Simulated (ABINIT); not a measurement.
The system is SrCl2.

```
Sr Cl
1.0
     0.00000    3.48835    3.48835
     3.48835    0.00000    3.48835
     3.48835    3.48835    0.00000
Sr Cl
1 2
Direct
  0.00000 0.00000 0.00000
  0.75000 0.75000 0.75000
  0.25000 0.25000 0.25000
```

```yaml
Program: ABINIT 10.8.3 (patched build)
Task: relaxation of cell and atoms
Functional: LDA
Potentials_or_basis: JTH PAW LDA v2.0
Cutoff: 680 eV
k_mesh: 5 × 5 × 5
Occupations: fermi-dirac, width 0.05 eV
Spin: no spin polarisation
```

At the start: pressure -2.9 GPa; volume 28.30 Å³/atom.

Problem. Where does the relaxation end?

Solution. Over 5 steps the energy falls by 20.2 meV/atom and the volume is 26.22 Å³/atom (-7.3 %); space group Fm-3m (No. 225, to 0.05 Å).

Step by step:
| step | energy change (eV) | largest force (eV/Å) | pressure (GPa) | volume (Å³) |
| --- | --- | --- | --- | --- |
| 1 | 0.0000 | 0.0000 | -2.90 | 84.90 |
| 2 | -0.0129 | 0.0000 | -2.62 | 84.15 |
| 3 | -0.0596 | 0.0000 | 0.45 | 77.89 |
| 4 | -0.0607 | 0.0000 | -0.03 | 78.72 |
| 5 | -0.0607 | 0.0000 | 0.00 | 78.67 |

Final structure:
```cif
data_structure
_symmetry_space_group_name_H-M 'P 1'
_symmetry_Int_Tables_number 1
_cell_length_a 4.8096
_cell_length_b 4.8096
_cell_length_c 4.8096
_cell_angle_alpha 60.000
_cell_angle_beta 60.000
_cell_angle_gamma 60.000
_cell_volume 78.67
loop_
_atom_site_label
_atom_site_type_symbol
_atom_site_fract_x
_atom_site_fract_y
_atom_site_fract_z
_atom_site_occupancy
Sr1 Sr 0.00000 0.00000 0.00000 1
Cl1 Cl 0.75000 0.75000 0.75000 1
Cl2 Cl 0.25000 0.25000 0.25000 1
```
